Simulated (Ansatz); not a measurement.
**Bands of LiH**

```xyz
2
Lattice="0.0000 2.0035 2.0035 2.0035 0.0000 2.0035 2.0035 2.0035 0.0000" Properties=species:S:1:pos:R:3 pbc="T T T"
Li    0.0000    0.0000    0.0000
H     2.0035    2.0035    2.0035
```

Atoms are numbered in the order listed.

The cell was built from the rocksalt type and relaxed in the same program, and has space group Fm-3m; it needn't be a known or the stable phase.

All numbers below come from Ansatz 0.2.0, DFT, PBE, all-electron LAPW, scalar-relativistic.

Settings: a Γ-centred 14×14×14 k mesh, Fermi–Dirac smearing of 0.08 eV, basis error target 1 meV/atom, no spin polarisation.

Points in fractions of the reciprocal vectors of this cell: Γ (0, 0, 0), X (0.5, 0, 0.5), U (0.625, 0.25, 0.625), K (0.375, 0.375, 0.75), L (0.5, 0.5, 0.5), W (0.5, 0.25, 0.75). The path joins them by straight lines in the order Γ–X–U–K–Γ–L–W–X; legs that retrace an earlier one aren't tabulated. Energies are in eV from the top of the valence band.

Question: Is there a gap, and where are the band edges?

Answer: 2.98 eV, direct at X (0.5, 0, 0.5).

Question: List the levels between -14 and 8 eV at the symmetry points.

Answer: 
Γ: -5.44
X: 0.00, 2.98
U: -0.51, 4.13, 7.58
K: -0.51, 4.13, 7.58
L: -2.63, 4.91
W: -0.23, 5.27 (×2)
